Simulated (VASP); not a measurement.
A run of VASP 6.6.1:

The input INCAR:

```
PREC = Accurate
ENCUT = 520
EDIFF = 1E-6
ISMEAR = 0
SIGMA = 0.01
LREAL = F
LASPH = T
NELM = 150
ALGO = Normal
ISIF = 2
LWAVE = F
LCHARG = F
MAGMOM = 0 0 0 0 0 0
LORBIT = 11
LSORBIT = T
GGA_COMPAT = F
LORBMOM = T
GGA = PS
IVDW = 13
NBANDS = 30
```

File KPOINTS:

```
Automatic mesh
0
Gamma
  6 6 6
```

Contents of POSCAR:

```
CdSe
1.0
    0.0000000000      3.0702711986      3.0702711986
    3.0702711986      0.0000000000      3.0702711986
    3.0702711986      3.0702711986      0.0000000000
Cd Se
1 1
Direct
    0.0000000000      0.0000000000      0.0000000000
    0.2500000000      0.2500000000      0.2500000000
```

Potentials or basis: VASP PAW PBE potentials, release 64 (Cd, Se).

Launch:

```sh
$ cat potpaw_PBE.64/Cd/POTCAR potpaw_PBE.64/Se/POTCAR > POTCAR
$ mpirun -np 1 vasp_ncl > vasp.out
```

Hardware: 1 thread of Intel(R) Xeon(R) 6975P-C (Granite Rapids), on a shared host.

Q: Estimate the wall time of this run.

A: It took 64 s on 1 thread of Intel(R) Xeon(R) 6975P-C (Granite Rapids), on a shared host, peak memory 0.32 GiB. Counts: scf iterations 13, k points 22.
